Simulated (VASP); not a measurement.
Re, 1 atom in the cell. It takes space group Fm-3m (No. 225, cubic). The conventional cell has a = 3.913 Å, b = 3.913 Å, c = 3.913 Å, α = 90.00°, β = 90.00°, γ = 90.00°. Around Re (site symmetry m-3m) lie 12 Re at 2.77 Å. This isn't the form of Re at room conditions, which is hcp.

- Program: VASP 6.6.1
- Task: relaxation of cell and atoms
- Functional: PBE
- Potentials or basis: VASP PAW PBE potentials, release 64 (Re)
- Cutoff: 600 eV
- k mesh: 18 × 18 × 18
- Occupations: gaussian, width 0.1 eV
- Spin: no spin polarisation
- Dipole correction: no
- Further INCAR settings: ALGO = Normal; EDIFF = 1e-06; IBRION = 2; EDIFFG = -0.005; NSW = 100; ISIF = 3

Potentials or basis: VASP PAW PBE potentials, release 64 (Re).

The run is started by

```sh
$ cat potpaw_PBE.64/Re/POTCAR > POTCAR
$ mpirun -np 1 vasp_std > vasp.out
```

Hardware: 1 thread of Intel(R) Xeon(R) Platinum 8488C (Sapphire Rapids), with other jobs on the host.

**Question.** How long does it take, and how much memory?

**Answer.** Run time: 20 s on 1 thread of Intel(R) Xeon(R) Platinum 8488C (Sapphire Rapids), on a shared host, peak memory 0.16 GiB. Counts: scf iterations 22, k points 195, ion steps 3.
